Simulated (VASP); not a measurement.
Here is a VASP 6.6.1 calculation.

Contents of INCAR:

```
SYSTEM = B
  ALGO = Normal
  EDIFF = 1E-6
  EDIFFG = -0.005
  ENCUT = 520
  IBRION = 2
  ISIF = 2
  ISMEAR = 0
  LASPH = .True.
  LCHARG = .False.
  LMIXTAU = .True.
  LREAL = .False.
  LWAVE = .False.
  METAGGA = R2SCAN
  NELM = 80
  NSW = 60
  PREC = Accurate
  SIGMA = 0.05
```

KPOINTS

```
k-points
0
Gamma
  16 9 7
  0 0 0
```

File POSCAR:

```
B
1.0
    1.6245600000      0.0000000000      0.0000000000
    0.0000000000      2.8661500000      0.0000000000
    0.0000000000      0.0000000000      3.9144000000
B
2
Direct
   -0.0576440000      0.4973400000      0.5847870000
    0.4979690000      0.0351080000      0.3752100000
```

Potentials or basis: VASP PAW PBE potentials, release 64 (B).

Launch:

```bash
$ cat potpaw_PBE.64/B/POTCAR > POTCAR
$ mpirun -np 1 vasp_std > vasp.out
```

**Question.** Estimate the energy gained by relaxing.

**Answer.** 53.8 meV/atom.

**Question.** What does it give for the band gap on the k mesh?

**Answer.** None (metal or under the smearing width).

Final structure:
```cif
data_structure
_symmetry_space_group_name_H-M 'P 1'
_symmetry_Int_Tables_number 1
_cell_length_a 1.6246
_cell_length_b 2.8662
_cell_length_c 3.9144
_cell_angle_alpha 90.000
_cell_angle_beta 90.000
_cell_angle_gamma 90.000
_cell_volume 18.23
loop_
_atom_site_label
_atom_site_type_symbol
_atom_site_fract_x
_atom_site_fract_y
_atom_site_fract_z
_atom_site_occupancy
B1 B 0.97017 0.51625 0.59362 1
B2 B 0.47015 0.01620 0.36638 1
```
